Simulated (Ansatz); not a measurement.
Input, command and steps of an Ansatz relaxation.

```yaml
crystal:
  lattice:
    - [3.1850687626, 0.0, 0.0]
    - [-1.5925343813, 2.7583504612, 0.0]
    - [0.0, 0.0, 15.4003134564]
  atoms:
    - { symbol: Mo, position: [0.6666666667, 0.3333333333, 0.25] }
    - { symbol: Mo, position: [0.3333333333, 0.6666666667, 0.75] }
    - { symbol: S, position: [0.6666666667, 0.3333333333, 0.6465510324] }
    - { symbol: S, position: [0.3333333333, 0.6666666667, 0.3534489676] }
    - { symbol: S, position: [0.6666666667, 0.3333333333, 0.8534489676] }
    - { symbol: S, position: [0.3333333333, 0.6666666667, 0.1465510324] }
basis:
  ecutwfc: 420
kpoints:
  mp_grid: { grid: [12, 12, 2] }
hamiltonian:
  xc: pbe
scf:
  occupations: { method: gaussian, width: 0.02 }
output:
  forces: true
  stress: true
  eigenvalues: true
relax:
  adjacent_minimum: "off"
  f_tol: 0.008
  max_steps: 40
```

```bash
ansatz run input.yaml --threads 1 --pin off --max-ram 2560MiB --backend cpu --events-out ev --progress --plain --runs-dir out
```

All numbers below come from Ansatz, DFT PBE, scalar-relativistic, plane waves, PAW.

Of 4 frames 3 are shown, positions in Å and forces in eV/Å; the SCF threshold varies from step to step.

```xyz
6
Lattice="3.1851 0.0000 0.0000 -1.5925 2.7584 0.0000 0.0000 0.0000 15.4003" Properties=species:S:1:pos:R:3:forces:R:3 pbc="T T T" step=1 free_energy_over_end_meV_per_atom=5.58
Mo    1.5925    0.9194    3.8501    0.0000    0.0000    0.0000
Mo    0.0000    1.8389   11.5502    0.0000    0.0000    0.0000
S     1.5925    0.9194    9.9571    0.0000    0.0000    0.5424
S     0.0000    1.8389    5.4432    0.0000    0.0000   -0.5424
S     1.5925    0.9194   13.1434    0.0000    0.0000   -0.5424
S     0.0000    1.8389    2.2569    0.0000    0.0000    0.5424
6
Lattice="3.1851 0.0000 0.0000 -1.5925 2.7584 0.0000 0.0000 0.0000 15.4003" Properties=species:S:1:pos:R:3:forces:R:3 pbc="T T T" step=2 free_energy_over_end_meV_per_atom=1.50
Mo    1.5925    0.9194    3.8501    0.0000    0.0000    0.0000
Mo    0.0000    1.8389   11.5502    0.0000    0.0000    0.0000
S     1.5925    0.9194   10.0030    0.0000    0.0000   -0.2931
S     0.0000    1.8389    5.3973    0.0000    0.0000    0.2931
S     1.5925    0.9194   13.0975    0.0000    0.0000    0.2931
S     0.0000    1.8389    2.3029    0.0000    0.0000   -0.2931
6
Lattice="3.1851 0.0000 0.0000 -1.5925 2.7584 0.0000 0.0000 0.0000 15.4003" Properties=species:S:1:pos:R:3:forces:R:3 pbc="T T T" step=4 free_energy_over_end_meV_per_atom=0.00
Mo    1.5925    0.9194    3.8501    0.0000    0.0000    0.0000
Mo    0.0000    1.8389   11.5502    0.0000    0.0000    0.0000
S     1.5925    0.9194    9.9877    0.0000    0.0000   -0.0028
S     0.0000    1.8389    5.4126    0.0000    0.0000    0.0028
S     1.5925    0.9194   13.1128    0.0000    0.0000    0.0028
S     0.0000    1.8389    2.2875    0.0000    0.0000   -0.0028
```

Time: 27 s on 1 thread of Arm Neoverse V2, on a shared host, peak memory 0.45 GiB.

The cell holds layers, and where no dispersion correction was added their binding is poorly described.